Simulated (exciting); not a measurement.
# CoSi: single point with PBE

CoSi:

```
Co Si
1.0
     2.78133    0.00000    0.00000
     0.00000    2.78133    0.00000
     0.00000    0.00000    2.78133
Co Si
1 1
Direct
  0.00000 0.00000 0.00000
  0.50000 0.50000 0.50000
```

Measurements of this composition are mostly on another form, of space group No. 198.

```json
{
  "Program": "exciting (release sodium)",
  "Task": "single point",
  "Functional": "PBE",
  "Potentials or basis": "all-electron LAPW+lo, shipped species files, valence relativity iora*",
  "rgkmax": "9",
  "k mesh": "10 × 10 × 10",
  "Occupations": "gaussian, width 0.05 eV",
  "Spin": "collinear spin, ferromagnetic start"
}
```

- Band gap on the k mesh: none (metal or under the smearing width)
- Net moment: 0.54 μB per cell
- Site moments: Co +0.54; Si +0.01 μB
- All electrons inside the program's atomic spheres: Co 25.43; Si 11.77 (radii Co 2.0, Si 2.0 bohr)

Levels at points of the mesh, in eV from the Fermi level:
Spin up:
```
           k point  band 8  band 9  band 10  band 11  band 12  band 13
(0.00, 0.00, 0.00)   -1.61   -1.61     2.91     2.91     2.91     7.43
(0.50, 0.00, 0.00)   -2.86   -1.46    -0.79     6.59     8.03     8.03
(0.50, 0.50, 0.00)   -2.41   -2.41    -1.10     1.31     1.61     8.00
(0.50, 0.50, 0.50)   -1.06   -1.06     1.21     1.21     1.21     3.41
```
Spin down:
```csv
k point,band 7,band 8,band 9,band 10,band 11,band 12
"(0.00, 0.00, 0.00)",-1.26,-1.26,-1.26,2.93,2.93,2.93
"(0.50, 0.00, 0.00)",-2.58,-2.58,-1.10,0.04,6.58,8.13
"(0.50, 0.50, 0.00)",-3.84,-2.09,-2.09,-0.22,1.62,2.10
"(0.50, 0.50, 0.50)",-1.74,-0.17,-0.17,1.24,1.24,1.24
```

It took 110 s on 1 thread of Arm Neoverse V2, on a shared host, peak memory 0.14 GiB.

Caveat: the log's total energy holds no entropy term; the free energy is that total less TS from the occupations.
